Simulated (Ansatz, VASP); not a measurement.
Re: VASP beside Ansatz

```
CELL_PARAMETERS angstrom
1.37463 0.79365 6.65365
-1.37463 0.79365 6.65365
0.00000 -1.58729 6.65365
ATOMIC_POSITIONS crystal
Re 0.77783 0.77783 0.77783
Re 0.22217 0.22217 0.22217
Re 0.00000 0.00000 0.00000
```

Change from the starting cell: volume scaled by 0.98.

Alike in both runs: task single point; functional PBE; k mesh 11 × 11 × 11; occupations fermi-dirac, width 0.05 eV; no spin polarisation.

```csv
,VASP,Ansatz
version,VASP 6.6.1,Ansatz 0.2.0
potentials or method,"VASP PAW PBE potentials, release 64 (Re)",Ansatz PAW
plane-wave cutoff (eV),520,420
valence electrons in the cell,21,45
```

```csv
,VASP,Ansatz,Ansatz less VASP
gap on the k mesh at the Fermi level (eV),none,none,-
pressure (GPa),11.4,11.8,+0.34
largest component of the traceless stress (GPa),0.07,0.00,-0.066
rms of the force components (eV/Å),0.009,0.009,+0.0008
```

Atom by atom the forces differ by 0.001 eV/Å (rms over components). A gap of «none» marks a metal or a gap that the smearing closes. With one functional, cell and mesh, what is left measures potentials, basis and numerics. The two sets of potentials don't hold the same shells in valence.

The runs have no spin-orbit coupling, so splittings on Re are missing.
